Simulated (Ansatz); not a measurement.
# InAs in Ansatz: convergence with k mesh

Input of the first run (k mesh 3 × 3 × 3); the others differ in this setting and in those tied to it:

input.yaml

```yaml
crystal:
  lattice:
    - [0.0, 3.018, 3.018]
    - [3.018, 0.0, 3.018]
    - [3.018, 3.018, 0.0]
  atoms:
    - { symbol: In, position: [0.0, 0.0, 0.0] }
    - { symbol: As, position: [0.75, 0.75, 0.75] }
hamiltonian:
  xc: pbe
  pseudopotentials: { kind: nc }
kpoints:
  mp_grid: { grid: [3, 3, 3] }
scf:
  occupations: { method: gaussian, width: 0.1 }
output:
  forces: true
  stress: true
  eigenvalues: true
```

Potentials or basis: Ansatz NC.

The run is started by

```bash
$ ansatz run input.yaml --threads 2 --pin off --max-ram 5632MiB --backend cpu --events-out ev --progress --plain --runs-dir out
```

Hardware: 2 threads of Intel(R) Xeon(R) Processor @ 2.50GHz (Skylake/Cascade Lake), with other jobs on the host.

Task: The values tried are 3 × 3 × 3, 4 × 4 × 4, 5 × 5 × 5, 6 × 6 × 6, 7 × 7 × 7, 9 × 9 × 9, 11 × 11 × 11, 13 × 13 × 13, loosest first. From which on does the pressure stay within 0.1 GPa of the tightest run that finished?

Result: From 6 × 6 × 6 on.

| k mesh | energy less the tightest run, at zero smearing (meV/atom) | pressure (GPa) | SCF cycles | CPU time (s) | peak memory (GiB) |
| --- | --- | --- | --- | --- | --- |
| 3 × 3 × 3 | 231.01 | 6.22 | 7 | 3.2 | 0.33 |
| 4 × 4 × 4 | 69.31 | 4.94 | 7 | 5 | 0.34 |
| 5 × 5 × 5 | 24.32 | 4.56 | 7 | 6.4 | 0.34 |
| 6 × 6 × 6 | 9.61 | 4.43 | 7 | 10 | 0.36 |
| 7 × 7 × 7 | 4.15 | 4.39 | 7 | 12 | 0.37 |
| 9 × 9 × 9 | 0.92 | 4.36 | 7 | 20 | 0.4 |
| 11 × 11 × 11 | 0.21 | 4.35 | 7 | 38 | 0.46 |
| 13 × 13 × 13 | 0.00 | 4.35 | 7 | 45 | 0.51 |

Against the tightest run, the energy stays within 1 meV/atom from 9 × 9 × 9 on. Meshes of other sizes hit other points, so gaps and Fermi surfaces needn't settle smoothly. The tightest run that finished is the yardstick and may itself not be fully converged.
